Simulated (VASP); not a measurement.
Write the native input for VASP 6.6.1 that does the following.

- Task: vibrations by finite differences
- Functional: PBE
- Dispersion: D3(BJ)
- Potentials or basis: VASP PAW PBE potentials, release 64 (Pt, Se)
- Cutoff: 520 eV
- k mesh: 3 × 3 × 1
- Occupations: gaussian, width 0.02 eV
- Spin: no spin polarisation
- Further INCAR settings: ALGO = Normal; EDIFF = 1e-08; IBRION = 6; POTIM = 0.015; NSW = 1

The structure of PtSe2 lies in POSCAR:

```
PtSe2                                   
1.0
    3.7117936664      0.0000000000      0.0000000000
   -1.8558968332      3.2145076051      0.0000000000
    0.0000000000      0.0000000000      4.9719980401
  Pt              Se            
     1     2
Direct
     0.0000000000000000    0.0000000000000000    0.0000000000000000
     0.3333333300000021    0.6666666699999979    0.2647599021532230
     0.6666666699999979    0.3333333300000021    0.7352400978467770
```

These files were run (other wordings do the same):

INCAR

```
ALGO     = Normal         # electronic algorithm
EDIFF    = 1E-8           # SCF threshold, eV
ENCUT    = 520            # plane-wave cutoff, eV
GGA      = PE             # functional
IBRION   = 6              # ionic algorithm
ISIF     = 2              # what is computed and relaxed
ISMEAR   = 0              # smearing method
IVDW     = 12             # dispersion correction
LASPH    = T              # aspherical terms in the spheres
LCHARG   = F              # write CHGCAR
LREAL    = F              # projectors in reciprocal space
LWAVE    = F              # write WAVECAR
NELM     = 100            # most SCF steps
NFREE    = 2            
NSW      = 1              # ionic steps
POTIM    = 0.015          # step
PREC     = Accurate       # precision mode
SIGMA    = 0.02           # smearing width, eV
```

KPOINTS

```
k-points
0
Gamma
  3 3 1
```

Potentials or basis: VASP PAW PBE potentials, release 64 (Pt, Se).

Command:

```bash
$ cat potpaw_PBE.64/Pt/POTCAR potpaw_PBE.64/Se/POTCAR > POTCAR
$ mpirun -np 4 vasp_std > vasp.out
```

It gave:

```
Highest phonon frequency at Γ : 240 cm⁻¹
Dispersion energy per atom    : -0.490 eV
```

Caveat: the k mesh is coarse (spacing up to 1.26 Å⁻¹), so the values aren't converged.

Wall time 39 s on 4 MPI ranks on AMD EPYC 7R43 64-Core Processor (Zen 3) (shared host), peak memory 0.1 GiB a rank.
